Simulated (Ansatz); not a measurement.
**Worked example: AuBr + C4H10O → AuOH + C4H9Br**

Species: AuBr (bromogold), singlet; C4H10O `CCCCO`, singlet; AuOH `[OH][Au]`, singlet; C4H9Br (1-bromobutane) `CCCCBr`, singlet. The partners trade Br for OH: Au–Br and C–OH bonds give way to Au–OH and C–Br.

Shapes, held fixed at every level: PBE0-D4/def2-TZVP. Flexible molecules stand in one conformer, not always the lowest. Programs: Ansatz 0.2.0. The zero-point and thermal change to 298 K, harmonic and unscaled (PBE0-D4/def2-TZVP), is -6.4 kJ/mol.

At CCSD(T)/def2-TZVPP; 1 Eh = 2625.50 kJ/mol:

| species | energy (Eh) |
| --- | --- |
| AuBr | -2708.112665 |
| C4H10O | -233.280457 |
| AuOH | -211.078616 |
| C4H9Br | -2730.266627 |

Work out ΔH(298 K) of the reaction at this level.


1. Products less reactants: (-211.078616) + (-2730.266627) − [(-2708.112665) + (-233.280457)] = 0.047879 Eh = +125.7 kJ/mol.
2. With the thermal change: +125.7 + (-6.4) = +119.3 kJ/mol.

Other levels give +106.8 (PBE-D4/def2-TZVPP) to +193.0 kJ/mol (HF/def2-SVP). No measured value is set beside it here. T1 is large for AuOH, so single-reference values are less sure there. For atoms past krypton def2 sets carry core potentials with scalar relativity. Relativity is left out for Br unless named. Correlated rows may include outer-core shells of Au, Br, which these sets cover unevenly.
